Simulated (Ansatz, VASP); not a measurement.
**Two plane-wave programs on BAs**

File INCAR:

```
SYSTEM = BAs
ALGO = Normal ; EDIFF = 1E-7
EDIFFG = -0.001 ; ENCUT = 600
GGA = PE ; IBRION = 2
ISIF = 3 ; ISMEAR = 0
LASPH = .True. ; LCHARG = .False.
LREAL = .False. ; LWAVE = .False.
NELM = 80 ; NSW = 80
PREC = Accurate ; SIGMA = 0.01
```

File KPOINTS:

```
k-points
0
Gamma
  10 10 10
  0 0 0
```

The input POSCAR:

```
BAs
1.0
    0.0000000000      2.4044111632      2.4044111632
    2.4044111632      0.0000000000      2.4044111632
    2.4044111632      2.4044111632      0.0000000000
B As
1 1
Direct
    0.0000000000      0.0000000000      0.0000000000
    0.7500000000      0.7500000000      0.7500000000
```

Input for Ansatz:

```yaml
crystal:
  lattice:
    - [0.0, 2.4044111605, 2.4044111605]
    - [2.4044111605, 0.0, 2.4044111605]
    - [2.4044111605, 2.4044111605, 0.0]
  atoms:
    - { symbol: B, position: [0.0, 0.0, 0.0] }
    - { symbol: As, position: [0.75, 0.75, 0.75] }
basis:
  ecutwfc: 420
kpoints:
  mp_grid: { grid: [10, 10, 10] }
hamiltonian:
  xc: pbe
scf:
  occupations: { method: fixed }
output:
  forces: true
  stress: true
  eigenvalues: true
  write_density: true
  write_potential: true
  elf: true
  volumetric_format: npy
relax:
  adjacent_minimum: "off"
  f_tol: 0.001
  max_steps: 60
  cell: { stress_tol: 0.01 }
```

Alike in both runs: task relaxation of cell and atoms; functional PBE; k mesh 10 × 10 × 10; no spin polarisation.

|  | VASP | Ansatz |
| --- | --- | --- |
| version | VASP 6.6.1 | Ansatz 0.2.0 |
| potentials or method | VASP PAW PBE potentials, release 64 (B, As) | scalar-relativistic, plane waves, PAW |
| plane-wave cutoff (eV) | 600 | 420 |
| occupations | gaussian, width 0.01 eV | fixed |
| valence electrons in the cell | 8 | 18 |

|  | VASP | Ansatz | Ansatz less VASP |
| --- | --- | --- | --- |
| gap on the k mesh at the Fermi level, each at its own relaxed structure (eV) | 1.20 | 1.20 | +0.003 |
| relaxed volume (Å³/atom) | 13.97 | 13.90 | -0.062 |
| relaxed cell length with the largest relative difference (Å) | 3.406 | 3.401 | -0.0050 |

The two sets of potentials don't hold the same shells in valence.

A k mesh can miss the band edges. Zero-point motion and thermal expansion aren't in these numbers. PBE usually gives volumes a little too large and moduli too small.
